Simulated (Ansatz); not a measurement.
# C: the cost of one run

Method: DFT PBEsol, plane waves, PAW, scalar-relativistic, collinear spin, in Ansatz 0.2.0.

1 further run of the same task is left out (it didn't finish).

### Step 1. The system as given

The cell holds 19 atoms (C19): a = 7.398 Å, b = 7.398 Å, c = 12.000 Å, α = 90.00°, β = 90.00°, γ = 120.00°.

The coordinates stand in the first input below.

### Step 2. Relaxing end A

The input, input.yaml:

```yaml
crystal:
  lattice:
    - [7.398, 0.0, 0.0]
    - [-3.699, 6.406856, 0.0]
    - [0.0, 0.0, 12.0]
  atoms:
    - { symbol: C, position: [0.0, 0.0, 0.0833333] }
    - { symbol: C, position: [0.2222222, 0.1111111, 0.0833333] }
    - { symbol: C, position: [0.0, 0.3333333, 0.0833333] }
    - { symbol: C, position: [0.2222222, 0.4444444, 0.0833333] }
    - { symbol: C, position: [0.0, 0.6666667, 0.0833333] }
    - { symbol: C, position: [0.2222222, 0.7777778, 0.0833333] }
    - { symbol: C, position: [0.3333333, 0.0, 0.0833333] }
    - { symbol: C, position: [0.5555556, 0.1111111, 0.0833333] }
    - { symbol: C, position: [0.3333333, 0.3333333, 0.0833333] }
    - { symbol: C, position: [0.5555556, 0.4444444, 0.0833333] }
    - { symbol: C, position: [0.3333333, 0.6666667, 0.0833333] }
    - { symbol: C, position: [0.5555556, 0.7777778, 0.0833333] }
    - { symbol: C, position: [0.6666667, 0.0, 0.0833333] }
    - { symbol: C, position: [0.8888889, 0.1111111, 0.0833333] }
    - { symbol: C, position: [0.6666667, 0.3333333, 0.0833333] }
    - { symbol: C, position: [0.8888889, 0.4444444, 0.0833333] }
    - { symbol: C, position: [0.6666667, 0.6666667, 0.0833333] }
    - { symbol: C, position: [0.8888889, 0.7777778, 0.0833333] }
    - { symbol: C, position: [0.060655, 0.3129938, 0.205], spin: 1.0 }
magnetization:
  spin_polarized: true
basis:
  ecutwfc: 420.0
kpoints:
  mp_grid: { grid: [2, 2, 1] }
hamiltonian:
  xc: pbesol
scf:
  occupations: { method: gaussian, width: 0.05 }
  lower_state_search: "off"
relax:
  f_tol: 0.03
  max_steps: 60
  adjacent_minimum: "off"
output:
  write_density: true
  write_potential: true
  elf: true
  volumetric_format: npy
```

Launch:

```console
> ansatz run input.yaml --threads 2 --pin off --max-ram 5120MiB --backend cpu --events-out ev --progress --plain --runs-dir out
```

Q: Estimate wall time and peak memory on 2 threads of Intel Xeon Platinum 8259CL at 2.50GHz (Skylake/Cascade Lake), shared host.

About 3.1 min, with a peak of 0.98 GiB.
